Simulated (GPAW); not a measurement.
The system is HgSe.

```xyz
2
Lattice="0.0000 3.0390 3.0390 3.0390 0.0000 3.0390 3.0390 3.0390 0.0000" Properties=species:S:1:pos:R:3 pbc="T T T"
Hg    0.0000    0.0000    0.0000
Se    4.5585    4.5585    4.5585
```

* Program: GPAW 26.7.0
* Task: relaxation of cell and atoms
* Functional: PBEsol
* Potentials or basis: PAW data sets generated in the run's folder for this functional
* Cutoff: 600 eV
* Basis: pw
* k mesh: 8 × 8 × 8
* Occupations: fermi-dirac, width 0.05 eV
* Spin: no spin polarisation

At the start: pressure 1.9 GPa; volume 28.07 Å³/atom.

How do energy, volume and symmetry change on relaxing?

Over 3 steps the energy falls by 5.7 meV/atom and the volume is 29.00 Å³/atom (+3.3 %); space group F-43m (No. 216, to 0.05 Å).

The path:
```tsv
step	energy change (eV)	largest force (eV/Å)	pressure (GPa)	volume (Å³)
1	0.0000	0.0000	1.90	56.13
2	-0.0043	0.0000	1.48	56.54
3	-0.0114	0.0000	0.07	58.00
```

Final structure:
```cif
data_structure
_symmetry_space_group_name_H-M 'P 1'
_symmetry_Int_Tables_number 1
_cell_length_a 4.3448
_cell_length_b 4.3448
_cell_length_c 4.3448
_cell_angle_alpha 60.000
_cell_angle_beta 60.000
_cell_angle_gamma 60.000
_cell_volume 58.00
loop_
_atom_site_label
_atom_site_type_symbol
_atom_site_fract_x
_atom_site_fract_y
_atom_site_fract_z
_atom_site_occupancy
Hg1 Hg 0.00000 0.00000 0.00000 1
Se1 Se 0.75000 0.75000 0.75000 1
```

Caveat: later steps reuse the first step's grids.
